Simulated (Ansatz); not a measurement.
# Al (Fm-3m) under several functionals

**Measured values to compare with.**

From “The interpretation of polycrystalline coherent inelastic neutron scattering from aluminium”, 2013, pmc:3831299, for a bulk crystal of Al: lattice constant a 4.0495 Å.

Plane-wave DFT in Ansatz with scalar-relativistic PAW potentials. The same structure was relaxed (cell and atoms, symmetry kept) in separate runs at each level. No spin polarisation.

| level | cutoff (eV) | k mesh | V (Å³/atom) | a (Å) |
| --- | --- | --- | --- | --- |
| LDA | 420 | 18×18×18 | 15.804 | 3.984 |
| r2SCAN | 500 | 18×18×18 | 15.904 | 3.992 |
| PBEsol | 420 | 18×18×18 | 16.187 | 4.016 |
| PBE | 420 | 18×18×18 | 16.492 | 4.041 |

Problem. Where does PBE+D3(BJ) (420 eV, k mesh 18×18×18) fall?

Solution. V (Å³/atom) 15.794, a (Å) 3.983. Its volume is the smallest of the set. The usual order of volumes, LDA < PBEsol < PBE, holds here (15.804, 16.187, 16.492 Å³/atom). As a rule LDA overbinds; PBEsol, built on the gradient expansion of slowly varying densities, lies between LDA and PBE; PBE's stronger gradient term for exchange weakens bonds. Adding D3 to PBE changes the volume by -4.2 %; the term is attractive, so it pulls cells in. In metals the pairwise form ignores screening by the conduction electrons and often pulls in too far. r2SCAN lies 3.6 % under PBE in volume.

For PBE: Against the measured lattice constant a of Al, 4.0495 Å (quoted in “The interpretation of polycrystalline coherent inelastic neutron scattering from aluminium”, 2013, pmc:3831299), the calculated 4.041 Å is off by -0.2 %. The calculations are for 0 K without zero-point motion.